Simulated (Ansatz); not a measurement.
The system is TiH2.

```
CELL_PARAMETERS angstrom
-1.59650 1.59650 2.13350
1.59650 -1.59650 2.13350
1.59650 1.59650 -2.13350
ATOMIC_POSITIONS crystal
Ti 0.00000 0.00000 0.00000
H 0.25000 0.75000 0.50000
H 0.75000 0.25000 0.50000
```

| Item | Value |
| --- | --- |
| Program | Ansatz 0.2.0 |
| Task | relaxation of cell and atoms |
| Functional | r2SCAN |
| Dispersion | D4 |
| Potentials or basis | Ansatz PAW |
| Cutoff | 500 eV (not typed: the program's choice for these potentials) |
| k mesh | 12 × 12 × 12 |
| Occupations | fermi-dirac, width 0.05 eV |
| Spin | no spin polarisation |

At the start: volume 7.25 Å³/atom.

**Question.** How do energy, volume and symmetry change on relaxing?

**Answer.** It ends after 6 steps and the volume is 7.03 Å³/atom (-3.1 %); space group I4/mmm (No. 139, to 0.05 Å).

Step by step:
```tsv
step	energy change (eV)	largest force (eV/Å)	volume (Å³)
1	0.0000	0.0000	21.75
2	-0.0086	0.0000	20.81
3	-0.0103	0.0000	21.09
4	-0.0103	0.0000	21.08
5	-0.0103	0.0000	21.08
6	-0.0099	0.0000	21.08
```

Final structure:
```xyz
3
Lattice="-1.5900 1.5900 2.0849 1.5900 -1.5900 2.0849 1.5900 1.5900 -2.0849" Properties=species:S:1:pos:R:3 pbc="T T T"
Ti    0.0000    0.0000    0.0000
H     1.5900    0.0000    1.0425
H     0.0000    1.5900    1.0425
```

Caveat: the plane-wave basis is chosen anew once the cell has moved, so the energies of steps on either side of that aren't comparable; pairwise dispersion overbinds metals, which lowers pressure and volume; the PAW data sets come from PBE, with cores solved anew for the run's functional, which leaves a small shift of forces and pressure.
